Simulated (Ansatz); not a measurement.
Set up this calculation in Ansatz 0.2.0, as the native input.

| Item | Value |
| --- | --- |
| Task | elastic constants |
| Functional | r2SCAN |
| Potentials or basis | Ansatz PAW |
| Cutoff | 500 eV (not typed: the program's choice for these potentials) |
| k mesh | 6 × 6 × 6 |
| Occupations | fixed |
| Spin | no spin polarisation |
| Atoms under strain | relaxed |

The system is SnTe.

```
Te Sn
1.0
     0.00000    3.15085    3.15085
     3.15085    0.00000    3.15085
     3.15085    3.15085    0.00000
Te Sn
1 1
Direct
  0.50000 0.50000 0.50000
  0.00000 0.00000 0.00000
```

The input as run:

input.yaml

```yaml
crystal:
  lattice:
    - [0.0, 3.15085, 3.15085]
    - [3.15085, 0.0, 3.15085]
    - [3.15085, 3.15085, 0.0]
  atoms:
    - { symbol: Te, position: [0.5, 0.5, 0.5] }
    - { symbol: Sn, position: [0.0, 0.0, 0.0] }
hamiltonian:
  xc: r2scan
  pseudopotentials: { kind: paw }
kpoints:
  mp_grid: { grid: [6, 6, 6] }
scf:
  occupations: { method: fixed }
output:
  forces: true
  stress: true
elastic:
  mode: relaxed_ion
  stencil: two_point
```

Potentials or basis: Ansatz PAW.

The run is started by

```bash
$ ansatz run input.yaml --threads 2 --pin off --max-ram 5120MiB --backend cpu --events-out ev --progress --plain --runs-dir out
```

It gave:

```yaml
Pressure: 1.8 GPa
Band_gap_on_the_k_mesh: 0.03 eV, direct
Elastic_constants_C11_C12_C44: 147, 6, 18 GPa
Voigt_bulk_modulus: 53 GPa
```

Caveat: spin-orbit coupling is left out, which moves the levels of the heavy elements; the PAW data sets come from PBE, with cores solved anew for the run's functional, which leaves a small shift of forces and pressure.

Wall time 17 s on 2 threads of Arm Neoverse V2, with other jobs on the host, peak memory 0.59 GiB.
